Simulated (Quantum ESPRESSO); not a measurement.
**InP: zone-centre phonons under several settings**

```
In P
1.0
     0.00000    2.93050    2.93050
     2.93050    0.00000    2.93050
     2.93050    2.93050    0.00000
In P
1 1
Cartesian
  0.0000 0.0000 0.0000
  4.3957 4.3957 4.3957
```

All runs used Quantum ESPRESSO 7.5; k mesh 8 × 8 × 8, shifted; no spin polarisation; cutoff 952 eV; occupations smeared at first, fixed for the response.

```csv
level,potentials,geometry,volume (Å³/atom),pressure (GPa),lowest optical mode without the field (cm⁻¹)
LDA,PseudoDojo 0.4.1 SR LDA standard,relaxed cell,24.68,0.0,304
LDA,PseudoDojo 0.4.1 SR LDA standard,"given cell, atoms relaxed",25.17,?,?
AM05,PseudoDojo 0.4.1 SR PBE standard,relaxed cell,25.61,0.0,294
```

What stands in the row left open?

Pressure -1.3 GPa; lowest optical mode without the field 296 cm⁻¹.

Caveats: the potentials were made for another functional, which shifts forces and pressure (some runs).

